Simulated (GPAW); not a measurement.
# A GW chain in GPAW: SiC (P6_3mc)

How does a plane-wave GW calculation on SiC (P6_3mc) run from the first input to the gap?

Method: PBE and many-body steps on it, plane waves, in GPAW 26.7.0.

**Experimental background.**

- Gap 3.2 eV: experimental band gap quoted from earlier work; bulk crystal (quoted in “Local vibrational modes of Si vacancy spin qubits in SiC”, 2020, arxiv:2002.00067).

- Gap 3.26 eV: band gap of pure 4H-SiC, stated as experimental; bulk crystal (pure 4H-SiC, measurement details not given) (quoted in “IBIL Measurement and Optical Simulation of the DI Center in 4H-SiC”, 2023, pmc:10096426).

- Gap 3.285 eV: band gap at low temperature, quoted from earlier experiments; bulk crystal (quoted in “Excitation properties of the divacancy in 4H-SiC”, 2018, arxiv:1804.01167).

**1. Starting point**

It takes space group P6_3mc (No. 186, hexagonal). Conventional cell: a = 3.076 Å, b = 3.076 Å, c = 10.071 Å, α = 90.00°, β = 90.00°, γ = 120.00°. Si has 4 C at 1.88 to 1.89 Å nearest. Nearest to Si lie 4 C at 1.88 to 1.89 Å. Nearest to C lie 4 Si at 1.88 to 1.89 Å. Nearest to C lie 4 Si at 1.88 to 1.89 Å. Farther neighbours are not listed.

As a file:

```cif
data_structure
_symmetry_space_group_name_H-M 'P6_3mc'
_symmetry_Int_Tables_number 186
_cell_length_a 3.0757
_cell_length_b 3.0757
_cell_length_c 10.0706
_cell_angle_alpha 90.000
_cell_angle_beta 90.000
_cell_angle_gamma 120.000
_cell_volume 82.50
loop_
_atom_site_label
_atom_site_type_symbol
_atom_site_symmetry_multiplicity
_atom_site_Wyckoff_symbol
_atom_site_fract_x
_atom_site_fract_y
_atom_site_fract_z
_atom_site_occupancy
Si1 Si 2 b 0.66667 0.33333 0.93784 1
Si2 Si 2 a 0.00000 0.00000 0.68789 1
C1 C 2 b 0.66667 0.33333 0.74980 1
C2 C 2 a 0.00000 0.00000 0.50046 1
```

The cell and positions are those that the Materials Project relaxed with its own functionals (PBE, PBE+U or r2SCAN), kept fixed.

**2. Ground state**

This step: GPAW 26.7.0; DFT, PBE, plane waves, PAW.

The ground-state density comes first.

run.py

```python
import json
import numpy as np
from gpaw.mpi import world
from ase import Atoms
from gpaw import GPAW, PW, FermiDirac

atoms = Atoms(['Si', 'Si', 'Si', 'Si', 'C', 'C', 'C', 'C'],
    cell=[[3.0756941497, 0.0000000000, 0.0000000000],
      [-1.5378470748, 2.6636292679, 0.0000000000],
      [0.0000000000, 0.0000000000, 10.0706464800]],
    scaled_positions=[[0.6666666667, 0.3333333333, 0.9378419800],
      [0.3333333333, 0.6666666667, 0.4378419800],
      [0.0000000000, 0.0000000000, 0.6878943800],
      [0.0000000000, 0.0000000000, 0.1878943800],
      [0.6666666667, 0.3333333333, 0.7498025900],
      [0.3333333333, 0.6666666667, 0.2498025900],
      [0.0000000000, 0.0000000000, 0.5004600500],
      [0.0000000000, 0.0000000000, 0.0004600500]],
    pbc=(True, True, True))
calc = GPAW(mode=PW(600),
    xc='PBE',
    kpts={'size': (9, 9, 4), 'gamma': True},
    occupations=FermiDirac(0.001),
    nbands=-10,
    convergence={'density': 1e-6, 'bands': -3},
    maxiter=100,
    txt='gs.txt')
atoms.calc = calc
res = {'energy': atoms.get_potential_energy()}
kpts = calc.get_ibz_k_points()
res['kpts'] = kpts
res['eigenvalues'] = [calc.get_eigenvalues(kpt=k) for k in range(len(kpts))]
res['n_electrons'] = calc.get_number_of_electrons()
calc.write('gs.gpw')

if world.rank == 0:
    with open('result.json', 'w') as f:
        json.dump(res, f, default=lambda x: x.tolist())
```

Started as:

```console
mpirun -n 4 gpaw python run.py
```

The program printed:

```text
__  _  _
 | _ |_)|_||  |
 |__||  | ||/\| - 26.7.0

Input parameters:
  mode=PW(ecut=600.0),
  convergence={'density': 1e-06, 'bands': -3},
  kpts=MonkhorstPack(size=(9, 9, 4), gamma=True),
  maxiter=100,
  nbands=-10,
  occupations=Occupations(name='fermi-dirac', width=0.001, fixmagmom=False),
  xc=XC(name='PBE')
  [... matrices ...]
Diagonalizing LCAO Hamiltonian
Converting LCAO to pw mode

            Si

            C
       Si

         Si
       C

         C

       Si

       C

Atoms  # Å, Bohr magnetons
|   | symbol |         x |        y |        z |    initial magnetic moments |
| 0 |     Si |  1.537847 | 0.887876 | 9.444675 | ( 0.0000,  0.0000,  0.0000) |
| 1 |     Si | -0.000000 | 1.775753 | 4.409352 | ( 0.0000,  0.0000,  0.0000) |
| 2 |     Si |  0.000000 | 0.000000 | 6.927541 | ( 0.0000,  0.0000,  0.0000) |
| 3 |     Si |  0.000000 | 0.000000 | 1.892218 | ( 0.0000,  0.0000,  0.0000) |
| 4 |      C |  1.537847 | 0.887876 | 7.550997 | ( 0.0000,  0.0000,  0.0000) |
| 5 |      C | -0.000000 | 1.775753 | 2.515674 | ( 0.0000,  0.0000,  0.0000) |
| 6 |      C |  0.000000 | 0.000000 | 5.039956 | ( 0.0000,  0.0000,  0.0000) |
| 7 |      C |  0.000000 | 0.000000 | 0.004633 | ( 0.0000,  0.0000,  0.0000) |

Unit cell  # Å
| periodic |         x |        y |         z |   lengths |     angles |
|      yes |  3.075694 | 0.000000 |  0.000000 |  3.075694 |  90.000000 |
|      yes | -1.537847 | 2.663629 |  0.000000 |  3.075694 |  90.000000 |
|      yes |  0.000000 | 0.000000 | 10.070646 | 10.070646 | 120.000000 |

Number of symmetries: 6
Symmetry operations  # r_c * U_cc + t_c -> r_c
|   | kind |            matrix            |
| 0 |  σ   |  1, 1, 0,  0,-1, 0,  0, 0, 1 |
| 1 |  E   |  1, 0, 0,  0, 1, 0,  0, 0, 1 |
| 2 |  C3  |  0, 1, 0, -1,-1, 0,  0, 0, 1 |
| 3 |  σ   |  0,-1, 0, -1, 0, 0,  0, 0, 1 |
| 4 |  σ   | -1, 0, 0,  1, 1, 0,  0, 0, 1 |
| 5 |  C3  | -1,-1, 0,  1, 0, 0,  0, 0, 1 |

BZ-sampling:
  Number of BZ points: 324
  Number of IBZ points: 43

  Monkhorst-Pack size: [9, 9, 4]
  Monkhorst-Pack shift: [0.0, 0.0, 0.125]

K-points  # in reciprocal-cell coordinates
|     |                                coordinates |     weight |
|   0 | (  0.00000000,   0.00000000,   0.00000000) | 0.00308642 |
|   1 | (  0.00000000,   0.00000000,   0.25000000) | 0.00617284 |
|   2 | (  0.00000000,   0.00000000,   0.50000000) | 0.00308642 |
|   3 | (  0.11111111,   0.00000000,  -0.25000000) | 0.01851852 |
|   4 | (  0.11111111,   0.00000000,   0.00000000) | 0.01851852 |
|   5 | (  0.11111111,   0.00000000,   0.25000000) | 0.01851852 |
|   6 | (  0.11111111,   0.00000000,   0.50000000) | 0.01851852 |
|   7 | (  0.22222222,  -0.11111111,   0.00000000) | 0.01851852 |
|   8 | (  0.22222222,  -0.11111111,   0.25000000) | 0.03703704 |
|   9 | (  0.22222222,  -0.11111111,   0.50000000) | 0.01851852 |
| ... |                                            |            |
|  42 | (  0.44444444,   0.44444444,   0.50000000) | 0.01851852 |

Plane wave coefficients: 2790
Cutoff: 600.0 eV

Spin-components: 1 (collinear spins)
Bands:           26
Projectors:      40
Spin-degeneracy: 2
Datatype:        complex128

  Storage: CPU
  Wave functions: 49_460_320 bytes (12_365_080 per core)
  Projectors: 51_362_640 bytes (12_840_660 per core)
  [... matrices ...]
Parallelization:
  kpt:    4
  domain: 1
  band:   1

Density:
  Valence electrons: 32.0
  Components: 1
  Grid points: [18 18 60]
  Charge: 0.0  # |e|

Potential:
  Grid points: [18 18 60]

species:
  Si:
    name:    Silicon
    Z:       14.0
    valence: 4
    core:    10
    charge:  0.0  # [|e|]
    compensation charges:
      type: gauss
      rc: 0.33  # [Å]
      lmax: 2
    cutoffs:
      filter: 1.86  # [Å]
      core: 2.06  # [Å]
    projectors
    | kind |    occ | energy [eV] | rcut [Å] |
    |   3s |  2.000 |     -10.812 |    1.058 |
    |   3p |  2.000 |      -4.081 |    1.058 |
    |    s |        |      16.399 |    1.058 |
    |    p |        |      23.130 |    1.058 |
    |    d |        |       0.000 |    1.058 |

    Using partial waves for Si as LCAO basis

  C:
    name:    Carbon
    Z:       6.0
    valence: 4
    core:    2
    charge:  0.0  # [|e|]
    compensation charges:
      type: gauss
      rc: 0.20  # [Å]
      lmax: 2
    cutoffs:
      filter: 1.14  # [Å]
      core: 1.14  # [Å]
    projectors
    | kind |    occ | energy [eV] | rcut [Å] |
    |   2s |  2.000 |     -13.751 |    0.635 |
    |   2p |  2.000 |      -5.284 |    0.635 |
    |    s |        |      13.461 |    0.635 |
    |    p |        |      21.927 |    0.635 |
    |    d |        |       0.000 |    0.635 |

    Using partial waves for C as LCAO basis

Reference energy: -35655.889463  # eV

eigensolver:
  PPCG
  Converge bands: -3
  niter=2

density mixing:
  MSR1-Mixer
  Pratt-step length: 0.05
  Maximum mixing coefficient: 0.75
  Old densities: 10
  SVD Regularization: 0.005
  Good broyden scale: 1.0
  Trust region scale: 1.0
  Backstep threshold: 4.0
  History deletion threshold: 6.0
  Fourier metric: weight=20.0, sigma=0.015

occupation numbers:
  Fermi-Dirac:
    width: 0.0010  # eV

poisson solver:
  ecut: 4800.0  # eV

xc functional:
  name: PBE with 2 nearest neighbor stencil

Initialization done in: 1.863 s

convergence criteria:
- Maximum integral of absolute [dens]ity change: 1e-06 electrons / valence electron
- Maximum [total energy] change in last 3 cyles: 0.0005 eV / valence electron
- Maximum integral of absolute [eigenst]ate change: 4e-08 eV^2 / valence electron
maximum number of iterations: 100

SCF iterations
|iter     |     time |      energy | eigst |  dens |
|iter:   1|  |  -66.372794 | +0.73 |       |
|iter:   2|  |  -64.876545 | -0.35 | -0.56 |
|iter:   3|  |  -59.843813 | -0.25 | -0.61 |
|iter:   4|  |  -59.869426 | -1.74 | -1.32 |
|iter:   5|  |  -59.882573 | -2.47 | -1.68 |
|iter:   6|  |  -59.882847c| -2.90 | -2.64 |
|iter:   7|  |  -59.882817c| -3.55 | -3.05 |
|iter:   8|  |  -59.882819c| -4.20 | -3.64 |
|iter:   9|  |  -59.882819c| -4.67 | -4.26 |
|iter:  10|  |  -59.882819c| -5.09 | -4.65 |
|iter:  11|  |  -59.882819c| -5.59 | -5.52 |
|iter:  12|  |  -59.882819c| -5.89 | -5.99 |
|iter:  13|  |  -59.882819c| -6.28 | -6.63c|
|iter:  14|  |  -59.882819c| -6.48 | -7.35c|
|iter:  15|  |  -59.882819c| -7.03 | -7.66c|
|iter:  16|  |  -59.882819c| -7.52c| -8.19c|

Converged in 16 steps
SCF loop duration: 24.792 s (1.549 s/step)
Energy contributions relative to reference atoms: (reference = -35655.889463)
  [... matrices ...]
Energy contributions:
  Kinetic:          66.156269
  Coulomb:         -55.554642
  Zero:             -0.073551
  External:          0.000000
  Xc:              -70.410894
  Entropy:          -0.000000
  Spinorbit:         0.000000
  ----------------------------
  Free energy:     -59.882819
  Extrapolated:    -59.882819

dipole moment: (-12.723824, -22.038310, -11.668170)  # |e|*Ang

Fermi level: 9.826
Eigenvalues  # (at kpt = [0.000, 0.000, 0.000])
| band index |      eig [eV] | occ [0-2] |
|          0 |        -7.163 |     2.000 |
|        ... |               |           |
|          8 |         7.164 |     2.000 |
|          9 |         7.626 |     2.000 |
|         10 |         7.626 |     2.000 |
|         11 |         7.769 |     2.000 |
|         12 |         7.769 |     2.000 |
|         13 |         8.301 |     2.000 |
|         14 |         8.354 |     2.000 |
|         15 |         8.354 |     2.000 |
|         16 |        13.470 |     0.000 |
[...]
|         20 |        15.337 |     0.000 |
|         21 |        15.337 |     0.000 |
|         22 |        15.357 |     0.000 |
|         23 |        15.357 |     0.000 |
|        ... |               |           |
|         25 |        17.319 |     0.000 |

Gap: 2.333 eV
Transition (v -> c):
  (s=0, k=0, n=15, [0.00, 0.00, 0.00]) -> (s=0, k=33, n=16, [0.44, 0.00, 0.00])
Direct/indirect transitions are different
Direct gap: 3.425 eV
Transition at: (s=0, k=33, n=15, [0.44, 0.00, 0.00])
# Writing to gs.gpw (mode='')
  [... matrices ...]
```

Elapsed: 29 s, on 4 MPI ranks of Arm Neoverse V1, shared host; peak memory 0.79 GiB.

This step gave:

```
total energy               : -59.8828 eV
gap                        : 2.333 eV
k of the valence top       : 0, 0, 0
k of the conduction bottom : 0.4444, 0, 0
least direct gap           : 3.425 eV
```

The gap is indirect, with the least direct gap 1.09 eV higher.

**3. Bands along the symmetry lines**

The cheap functional maps the bands first; the places of the edges decide which points the dearer methods must see.

run.py

```python
import json
import numpy as np
from gpaw.mpi import world
from gpaw import GPAW

path = [[0.000000, 0.000000, 0.000000],
    [0.062500, 0.000000, 0.000000],
    [0.125000, 0.000000, 0.000000],
    [0.187500, 0.000000, 0.000000],
    [0.250000, 0.000000, 0.000000],
    [0.312500, 0.000000, 0.000000],
    [0.375000, 0.000000, 0.000000],
    [0.437500, 0.000000, 0.000000],
    [0.500000, 0.000000, 0.000000],
    [0.479167, 0.041667, 0.000000],
    [0.458333, 0.083333, 0.000000],
    [0.437500, 0.125000, 0.000000],
    [0.416667, 0.166667, 0.000000],
    [0.395833, 0.208333, 0.000000],
    [0.375000, 0.250000, 0.000000],
    [0.354167, 0.291667, 0.000000],
    [0.333333, 0.333333, 0.000000],
    [0.291667, 0.291667, 0.000000],
    [0.250000, 0.250000, 0.000000],
    [0.208333, 0.208333, 0.000000],
    [0.166667, 0.166667, 0.000000],
    [0.125000, 0.125000, 0.000000],
    [0.083333, 0.083333, 0.000000],
    [0.041667, 0.041667, 0.000000],
    [0.000000, 0.000000, 0.000000],
    [0.000000, 0.000000, 0.062500],
    [0.000000, 0.000000, 0.125000],
    [0.000000, 0.000000, 0.187500],
    [0.000000, 0.000000, 0.250000],
    [0.000000, 0.000000, 0.312500],
    [0.000000, 0.000000, 0.375000],
    [0.000000, 0.000000, 0.437500],
    [0.000000, 0.000000, 0.500000],
    [0.062500, 0.000000, 0.500000],
    [0.125000, 0.000000, 0.500000],
    [0.187500, 0.000000, 0.500000],
    [0.250000, 0.000000, 0.500000],
    [0.312500, 0.000000, 0.500000],
    [0.375000, 0.000000, 0.500000],
    [0.437500, 0.000000, 0.500000],
    [0.500000, 0.000000, 0.500000],
    [0.479167, 0.041667, 0.500000],
    [0.458333, 0.083333, 0.500000],
    [0.437500, 0.125000, 0.500000],
    [0.416667, 0.166667, 0.500000],
    [0.395833, 0.208333, 0.500000],
    [0.375000, 0.250000, 0.500000],
    [0.354167, 0.291667, 0.500000],
    [0.333333, 0.333333, 0.500000],
    [0.291667, 0.291667, 0.500000],
    [0.250000, 0.250000, 0.500000],
    [0.208333, 0.208333, 0.500000],
    [0.166667, 0.166667, 0.500000],
    [0.125000, 0.125000, 0.500000],
    [0.083333, 0.083333, 0.500000],
    [0.041667, 0.041667, 0.500000],
    [0.000000, 0.000000, 0.500000],
    [0.500000, 0.000000, 0.500000],
    [0.500000, 0.000000, 0.437500],
    [0.500000, 0.000000, 0.375000],
    [0.500000, 0.000000, 0.312500],
    [0.500000, 0.000000, 0.250000],
    [0.500000, 0.000000, 0.187500],
    [0.500000, 0.000000, 0.125000],
    [0.500000, 0.000000, 0.062500],
    [0.500000, 0.000000, 0.000000],
    [0.333333, 0.333333, 0.500000],
    [0.333333, 0.333333, 0.437500],
    [0.333333, 0.333333, 0.375000],
    [0.333333, 0.333333, 0.312500],
    [0.333333, 0.333333, 0.250000],
    [0.333333, 0.333333, 0.187500],
    [0.333333, 0.333333, 0.125000],
    [0.333333, 0.333333, 0.062500],
    [0.333333, 0.333333, 0.000000]]
calc = GPAW('gs.gpw').fixed_density(kpts=path,
    symmetry='off',
    nbands=26,
    convergence={'bands': 22},
    txt='bands.txt')
res = {}
kpts = calc.get_ibz_k_points()
res['kpts'] = kpts
res['eigenvalues'] = [calc.get_eigenvalues(kpt=k) for k in range(len(kpts))]
res['n_electrons'] = calc.get_number_of_electrons()

if world.rank == 0:
    with open('result.json', 'w') as f:
        json.dump(res, f, default=lambda x: x.tolist())
```

Started as:

```console
mpirun -n 4 gpaw python run.py
```

The program printed:

```text
Diagonalizing LCAO Hamiltonian
Converting LCAO to pw mode
convergence criteria:
- Maximum integral of absolute [eigenst]ate change: 4e-08 eV^2 / valence electron
maximum number of iterations: 100

SCF iterations
|iter     |     time |      energy | eigst |  dens |
|iter:   1|  |             | +0.80 |       |
|iter:   2|  |             | -0.51 |       |
|iter:   3|  |             | -1.43 |       |
[...]
|iter:  20|  |             | -7.22 |       |
|iter:  21|  |             | -7.39 |       |
|iter:  22|  |             | -7.64c|       |
SCF steps: 22
  __  _  _
 | _ |_)|_||  |
 |__||  | ||/\| - 26.7.0

Input parameters:
  mode=PW(ecut=600.0),
  convergence={'bands': 22},
  gpts=array([18, 18, 60]),
  kpts=KPoints(kpts=array([[0.      , 0.      , 0.      ],
         [0.0625  , 0.      , 0.      ],
         [0.125   , 0.      , 0.      ],
         [0.1875  , 0.      , 0.      ],
[...]
[0.479167, 0.041667, 0.      ],
         [0.458333, 0.083333, 0.      ],
[...]
[0.416667, 0.166667, 0.      ],
[...]
[0.5     , 0.      , 0.0625  ],
         [0.5     , 0.      , 0.      ],
[...]
[0.333333, 0.333333, 0.125   ],
         [0.333333, 0.333333, 0.0625  ],
         [0.333333, 0.333333, 0.      ]])),
  maxiter=100,
  nbands=26,
  occupations=Occupations(name='fermi-dirac', width=0.001, fixmagmom=False),
  parallel={},
  symmetry=Symmetry(point_group=False, time_reversal=False),
  xc=XC(name='PBE')
  [... matrices ...]
timing:  # [seconds]
  Total: 0.031  # ━━━━━━━━━━━━━━━━━━━━━━━━━━━━━━━━━━━━━━━━━━━━━━━━━━━━━━━━━━━
```

Wall time 53 s (4 MPI ranks); peak memory 0.91 GiB; 3.5 min of CPU time.

Numbers from this step:

```yaml
gap: 2.219 eV
k_of_the_valence_top: 0, 0, 0
k_of_the_conduction_bottom: 0.5, 0, 0
least_direct_gap: 3.344 eV
```

The gap is 2.219 eV, −0.114 eV from the run before at this level.

Electronic bands along the path, in eV, zero at the top of the highest filled band:

```
    point  band 13  band 14  band 15  band 16  band 17  band 18  band 19  band 20
        Γ    -0.58    -0.05     0.00     0.00     5.12     5.70     6.34     6.35
  halfway    -1.67    -1.63    -0.84    -0.55     3.79     4.30     5.08     6.13
        M    -2.37    -2.23    -1.58    -1.12     2.22     2.35     4.23     4.75
  halfway    -3.21    -2.57    -1.93    -1.85     3.14     3.98     4.72     6.09
        K    -4.00    -2.88    -2.88    -1.67     3.97     3.97     5.19     5.59
  halfway    -2.51    -2.08    -1.56    -0.93     4.70     4.92     5.29     6.34
        Γ    -0.58    -0.05     0.00     0.00     5.12     5.70     6.34     6.35
  halfway    -0.41    -0.41    -0.06    -0.06     5.17     5.55     6.53     6.61
        A    -0.21    -0.21    -0.21    -0.21     5.33     5.33     6.80     6.80
  halfway    -1.28    -1.28    -0.92    -0.92     3.96     3.96     5.57     5.57
        L    -2.51    -2.51    -1.56    -1.56     2.64     2.64     4.21     4.21
  halfway    -3.23    -3.23    -2.05    -2.05     3.52     3.52     5.50     5.50
        H    -2.76    -2.76    -2.46    -2.46     3.23     3.23     6.69     6.69
  halfway    -2.15    -2.15    -1.04    -1.04     4.95     4.95     5.53     5.53
        A    -0.21    -0.21    -0.21    -0.21     5.33     5.33     6.80     6.80
jump to L    -2.51    -2.51    -1.56    -1.56     2.64     2.64     4.21     4.21
  halfway    -2.49    -1.97    -1.89    -1.24     2.46     2.46     4.02     4.78
        M    -2.37    -2.23    -1.58    -1.12     2.22     2.35     4.23     4.75
jump to H    -2.76    -2.76    -2.46    -2.46     3.23     3.23     6.69     6.69
  halfway    -3.58    -2.65    -2.65    -2.00     3.54     3.54     5.62     6.19
        K    -4.00    -2.88    -2.88    -1.67     3.97     3.97     5.19     5.59
```

**4. Empty states on the mesh, 6×6×2 mesh, 119 bands**

The sums over transitions need many empty states on a uniform mesh; this step solves for them.

run.py

```python
import json
import numpy as np
from gpaw.mpi import world
from gpaw import GPAW

calc = GPAW('gs.gpw').fixed_density(kpts={'size': (6, 6, 2), 'gamma': True},
    nbands=138,
    convergence={'bands': 119},
    txt='nscf.txt')
calc.write('full.gpw', mode='all')
res = {}
kpts = calc.get_ibz_k_points()
res['kpts'] = kpts
res['eigenvalues'] = [calc.get_eigenvalues(kpt=k) for k in range(len(kpts))]
res['n_electrons'] = calc.get_number_of_electrons()

if world.rank == 0:
    with open('result.json', 'w') as f:
        json.dump(res, f, default=lambda x: x.tolist())
```

Started as:

```console
mpirun -n 4 gpaw python run.py
```

The program printed:

```text
Diagonalizing LCAO Hamiltonian
Converting LCAO to pw mode
convergence criteria:
- Maximum integral of absolute [eigenst]ate change: 4e-08 eV^2 / valence electron
maximum number of iterations: 100

SCF iterations
|iter     |     time |      energy | eigst |  dens |
|iter:   1|  |             | +4.11 |       |
|iter:   2|  |             | +2.94 |       |
|iter:   3|  |             | +1.83 |       |
[...]
|iter:  14|  |             | -6.86 |       |
|iter:  15|  |             | -7.35 |       |
|iter:  16|  |             | -7.70c|       |
SCF steps: 16
  __  _  _
 | _ |_)|_||  |
 |__||  | ||/\| - 26.7.0

Input parameters:
  mode=PW(ecut=600.0),
  convergence={'bands': 119},
  gpts=array([18, 18, 60]),
  kpts=MonkhorstPack(size=(6, 6, 2), gamma=True),
  maxiter=100,
  nbands=138,
  occupations=Occupations(name='fermi-dirac', width=0.001, fixmagmom=False),
  parallel={},
  xc=XC(name='PBE')
# Writing to full.gpw (mode='all')
  [... matrices ...]

timing:  # [seconds]
  Total: 0.058  # ━━━━━━━━━━━━━━━━━━━━━━━━━━━━━━━━━━━━━━━━━━━━━━━━━━━━━━━━━━━
```

Wall time 55 s (4 MPI ranks); peak memory 0.92 GiB.

This step gave:

```
gap                                                           : 2.219 eV
k of the valence top                                          : 0, 0, 0
k of the conduction bottom                                    : 0.5, 0.5, 0
least direct gap                                              : 3.344 eV
k points computed                                             : 14
lowest point of the top converged band, above the valence top : 55.8331 eV
```

On this mesh the gap is 2.219 eV.

[end of part 1 of 2]

[Paths, hosts, dates, memory and timing lines, banners, echoed tables and standing remarks are left out of the program output.]

[Logs are printed without paths, hosts, clocks, repeated set-up lines and the standing remarks that a program may print on its own settings, such as how far it seeks lower states.]

[Runs of the session that timed out or met a known fault of the program may be left out.]

[Hosts, paths, dates, database ids (printed as entryN), source tags and the programs' standing remarks are cut or masked in the printed files.]
